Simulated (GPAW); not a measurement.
WS2, a slab with vacuum:

```
W S
1.0
     3.18352    0.00000    0.00000
    -1.59176    2.75701    0.00000
     0.00000    0.00000   16.95058
W S
1 2
Direct
  0.00000 0.00000 0.00000
  0.33333 0.66667 0.09200
  0.33333 0.66667 0.90800
```

Base run:

```yaml
Program: GPAW 26.7.0
Functional: PBEsol
Potentials_or_basis: PAW data sets generated in the run's folder for this functional
Cutoff: 600 eV
Basis: pw
k_mesh: 10 × 10 × 2
Occupations: fermi-dirac, width 0.05 eV
Spin: no spin polarisation
```

Its results: band gap on the k mesh 1.98 eV, indirect (least direct gap 2.14 eV); largest force 0.120 eV/Å.

Task: The run is repeated on the same cell with these changes: k mesh from 10 × 10 × 2 to 8 × 8 × 2. What comes out?

Result: Band gap on the k mesh 2.05 eV, indirect (least direct gap 2.24 eV); largest force 0.119 eV/Å.

Caveats: spin-orbit coupling is left out, which moves the levels of the heavy elements.

A k mesh can miss the band edges.

Not every run made on this cell is shown here.
